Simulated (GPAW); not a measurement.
Here is a GPAW 26.7.0 calculation.

File run.py:

```python
import numpy as np
from ase.io import read
from gpaw import PW
from gpaw.dft import DFT
from gpaw.hubbard import aoom

atoms = read('NiO.xyz')
atoms.set_initial_magnetic_moments([-2.28, 0.0])

dft = DFT(atoms,
          mode=PW(600),
          xc='MGGA_X_R2SCAN+MGGA_C_R2SCAN',
          kpts={'size': (8, 8, 8), 'gamma': True},
          occupations={'name': 'methfessel-paxton', 'order': 0, 'width': 0.05},
          setups={'Ni': ':d,8.0'},
          nbands=24,
          convergence={'density': 0.0001, 'energy': 1e-05},
          symmetry={'point_group': False},
          random=True,
          maxiter=120,
          txt='gpaw.txt')
print(f'Energy: {dft.calculate_energy():.6f} eV')
print('Forces (eV/A):')
print(dft.calculate_forces().round(4))
print('Stress (eV/A^3):', dft.calculate_stress().round(6))
print('Moments:', dft.magmoms()[1][:, 2].round(3))
dft.write_converged()
dft.write_gpw_file('gs.gpw')
for a, l in {0: 2}.items():
    setup = dft.setups[a]
    for s, D_ii in enumerate(dft.density.D_asii[a]):
        n_mm = aoom(D_ii, l, setup.l_j, setup.n_j, setup.N0_q)[0]
        print(f'atom {a} spin {s} trace {n_mm.trace():.4f} eigenvalues', *np.linalg.eigvalsh(n_mm).round(3))
        np.savetxt(f'occupation-{a}-{s}.dat', n_mm, fmt='%8.4f')
```

Contents of NiO.xyz:

```xyz
2
Lattice="0.0000000000 2.0913095100 2.0913095100 2.0913095100 0.0000000000 2.0913095100 2.0913095100 2.0913095100 0.0000000000" Properties=species:S:1:pos:R:3 pbc="T T T"
Ni     0.0000000000      0.0000000000      0.0000000000
O      2.0913095100      2.0913095100      2.0913095100
```

Potentials or basis: GPAW PAW data sets (gpaw-data 1.2.1), pw.

Command:

```bash
$ OMP_NUM_THREADS=1 python run.py
```

Estimate the band gap on the k mesh.

3.17 eV, indirect (least direct gap 4.29 eV).

Predict the pressure.

5.0 GPa.

Eigenvalues of the final occupation matrices:
```tsv
site	spin	trace	eigenvalues
atom 1 	1	3.18	0.08 0.08 1.01 1.01 1.01
atom 1 	2	5.14	1.01 1.01 1.01 1.05 1.05
```

Caveat: the cutoff is short for stress and forces, so pressures can be off by a GPa or more; the stock nickel data set gives pressures a few GPa off other programs; the PAW data sets were made with another functional, which shifts forces and pressure a little; a cell with one magnetic atom can't hold antiferromagnetic order, which such compounds often take. A k mesh can miss the band edges.
